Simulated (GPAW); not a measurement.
WC (Qusongite): single point with PBE

Crystal: WC (Qusongite).

```
CELL_PARAMETERS angstrom
2.90650 0.00000 0.00000
-1.45325 2.51710 0.00000
0.00000 0.00000 2.83660
ATOMIC_POSITIONS crystal
W 0.00000 0.00000 0.00000
C 0.66667 0.33333 0.50000
```

| Item | Value |
| --- | --- |
| Program | GPAW 26.7.0 |
| Task | single point |
| Functional | PBE |
| Potentials or basis | GPAW PAW data sets (gpaw-data 1.2.1) |
| Cutoff | 800 eV |
| Basis | pw |
| k mesh | 10 × 10 × 9 |
| Occupations | gaussian, width 0.014 eV |
| Spin | no spin polarisation |

- Pressure: 5.4 GPa
- Band gap on the k mesh: none (metal or under the smearing width)

Stress tensor (GPa, compression positive):
```
5.61 0.00 0.00
0.00 5.61 0.00
0.00 0.00 4.86
```

Levels at points of the mesh, in eV from the Fermi level:
```csv
k point,band 7,band 8,band 9,band 10,band 11,band 12
"(0.00, 0.00, 0.00)",-3.34,-3.34,0.06,3.22,3.22,5.60
"(0.50, 0.50, 0.00)",-3.63,-3.57,-0.49,2.33,4.52,4.87
```

Run time: 23 s on 1 thread of Arm Neoverse V1, on a shared host, peak memory 0.17 GiB.

Spin-orbit coupling is left out, which matters for the levels of W.
